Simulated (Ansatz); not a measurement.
ZnTe (zinc blende)

```
CELL_PARAMETERS angstrom
      0.00000     6.17910     6.17910
      3.08955     3.08955     6.17910
      3.08955     3.08955     0.00000
ATOMIC_POSITIONS crystal
  Te 0.00000 0.75000 0.75000
  Te 0.50000 0.75000 0.75000
  Zn 0.00000 0.00000 0.00000
  Zn 0.50000 0.00000 0.00000
```

The atoms are displaced by Q × the pattern below (from a DFPT mode at X = (0.5, 0.5, 0.0), largest move 1; Q in Å), at fixed cell. It is one choice among 2 degenerate patterns. (q is in reciprocal vectors of the primitive cell; the cell shown is doubled to hold the pattern.)

| atom | x | y | z |
|---|---|---|---|
| Te1 | -0.687 | 0.000 | 0.000 |
| Te2 | 0.687 | 0.000 | 0.000 |
| Zn3 | 0.000 | 1.000 | 0.000 |
| Zn4 | 0.000 | -1.000 | 0.000 |

All values below come from PBE (plane waves to 420 eV, PAW, scalar-relativistic; Ansatz, a program for electronic structure). k mesh 9×9×9 (Γ-centred), Fermi-Dirac smearing 0.05 eV. E stands for the smeared free energy. Spin-orbit coupling is left out, though Te is heavy. ZnTe was relaxed with its symmetry unable to fall. ΔE is measured from the undisplaced structure.

```tsv
Q (Å)	ΔE (meV/cell)
-0.2800	withheld
-0.2333	690
-0.1867	436
-0.1400	242
-0.0933	107
-0.0467	27
0.0000	0
0.0467	27
0.0933	107
0.1400	242
0.1867	436
0.2333	690
0.2800	withheld
```

### Question
Fit an even polynomial form (powers 2, 4) to the given rows and predict ΔE at Q = -0.2800.

### Answer
Least squares on the 11 given rows: ΔE = (12190)·Q² + (8948)·Q⁴, in meV/cell with Q in Å; root-mean-square residual 0.3 meV/cell. At -0.2800 the fit gives 1011 meV/cell; the calculation gives 1011 meV/cell, the same to the digits shown. The quadratic term alone would give 956 meV/cell.

(A displaced cell: forces are minus the slopes of the energy, force constants its curvatures, and phonons follow from these.)
